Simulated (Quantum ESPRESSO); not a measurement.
## TaN: Hubbard U from linear response under several settings

```
Ta N
1.0
     0.00000    2.21132    2.21132
     2.21132    0.00000    2.21132
     2.21132    2.21132    0.00000
Ta N
1 1
Direct
  0.50000 0.50000 0.50000
  0.00000 0.00000 0.00000
```

The cell comes from a database or a generator and needn't be the stable form of this composition.

All runs used Quantum ESPRESSO 7.5; potentials PseudoDojo 0.4.1 SR PBE standard; k mesh 8 × 8 × 8; given cell; no spin polarisation; cutoff 1143 eV; occupations cold, width 0.2 eV.

| level | projectors | U typed (eV) | q mesh | with V | state | U computed (eV) |
| --- | --- | --- | --- | --- | --- | --- |
| PBE+U | atomic | 4.0 | 1 × 1 × 1 | no | metal | Ta 2.6 |
| PBE+U | atomic | 0.0 | 2 × 2 × 2 | no | metal | Ta 2.7 |
| PBE+U | atomic | 0.0 | 3 × 3 × 3 | no | metal | ? |
| PBE+U | atomic | 0.0 | 4 × 4 × 4 | no | metal | Ta 3.0 |

**Question.** What stands in the row left open?

**Answer.** U computed Ta 2.9 eV.

Caveats: U without spin polarisation on a metal has little footing; the computed U isn't converged in cell size (some runs).

For the row left open. Caveat: U without spin polarisation on a metal has little footing.
